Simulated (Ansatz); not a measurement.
TiO2:

```
CELL_PARAMETERS angstrom
1.49733 0.86448 6.98154
-1.49733 0.86448 6.98154
0.00000 -1.72897 6.98154
ATOMIC_POSITIONS crystal
Ti 0.00000 0.00000 0.00000
O 0.37953 0.37953 0.37953
O 0.62047 0.62047 0.62047
```

Measurements of this composition are mostly on another form, of space group No. 141.

```yaml
Program: Ansatz 0.2.0
Task: relaxation of cell and atoms
Functional: HSE06
Potentials_or_basis: Ansatz PAW
Cutoff: "420 eV (not typed: the program's choice for these potentials)"
k_mesh: 6 × 6 × 6
Occupations: fermi-dirac, width 0.05 eV
Spin: no spin polarisation
```

At the start: volume 18.07 Å³/atom.

**Question.** How do energy, volume and symmetry change on relaxing?

**Answer.** It ends after 7 steps and the volume is 17.70 Å³/atom (-2.1 %); space group R-3m (No. 166, to 0.05 Å).

The path:
| step | energy change (eV) | largest force (eV/Å) | volume (Å³) |
| --- | --- | --- | --- |
| 1 | 0.0000 | 0.7214 | 54.22 |
| 2 | -0.0334 | 0.1546 | 53.57 |
| 3 | -0.0370 | 0.0030 | 53.10 |
| 4 | -0.0369 | 0.0039 | 53.21 |
| 5 | -0.0352 | 0.0037 | 53.21 |
| 6 | -0.0354 | 0.0002 | 53.10 |
| 7 | -0.0352 | 0.0001 | 53.10 |

Final structure:
```yaml
crystal:
  lattice:
    - [1.48292, 0.85616, 6.97028]
    - [-1.48292, 0.85616, 6.97028]
    - [0.00000, -1.71233, 6.97028]
  atoms:
    - { symbol: Ti, position: [0.00000, 0.00000, 0.00000] }
    - { symbol: O, position: [0.37853, 0.37853, 0.37853] }
    - { symbol: O, position: [0.62147, 0.62147, 0.62147] }
```

Caveat: the plane-wave basis is chosen anew once the cell has moved, so the energies of steps on either side of that aren't comparable; the pressure holds a Pulay correction of +0.3 GPa for the finite cutoff; the PAW data sets come from PBE, with cores solved anew for the run's functional, which leaves a small shift of forces and pressure.
